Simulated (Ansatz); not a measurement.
# Density of states of Mg

```cif
data_structure
_symmetry_space_group_name_H-M 'P6_3/mmc'
_symmetry_Int_Tables_number 194
_cell_length_a 3.2093
_cell_length_b 3.2093
_cell_length_c 5.2103
_cell_angle_alpha 90.000
_cell_angle_beta 90.000
_cell_angle_gamma 120.000
_cell_volume 46.47
loop_
_atom_site_label
_atom_site_type_symbol
_atom_site_symmetry_multiplicity
_atom_site_Wyckoff_symbol
_atom_site_fract_x
_atom_site_fract_y
_atom_site_fract_z
_atom_site_occupancy
Mg1 Mg 2 c 0.33333 0.66667 0.25000 1
```

The runs use the primitive cell with vectors (3.209, 0.000, 0.000), (-1.605, 2.779, 0.000), (0.000, 0.000, 5.210) Å, to which the k mesh refers.

The cell is COD entry 9008506, as deposited and not checked against the literature; nothing was relaxed.

The calculation used DFT, PBE, all-electron LAPW, scalar-relativistic in Ansatz 0.2.0.

Settings: a Γ-centred 12×12×7 k mesh, Fermi–Dirac smearing of 0.08 eV, basis error target 0.5 meV/atom, no spin polarisation.

States per eV and cell, averaged over 0.4 eV, from -5.8 to 1.2 eV, with energies (bin centres) from the Fermi level; empty bins are left out. 

```
E (eV)  total
  -5.7   0.36
  -5.3   0.38
  -4.9   0.43
  -4.5   0.49
  -4.1   0.54
  -3.7   0.58
  -3.3   0.62
  -2.9   0.66
  -2.5   0.75
  -2.1   0.74
  -1.7   0.80
  -1.3   0.91
  -0.9   0.91
  -0.5   0.78
  -0.1   0.72
   0.3   0.66
   0.7   0.97
   1.1   1.15
```
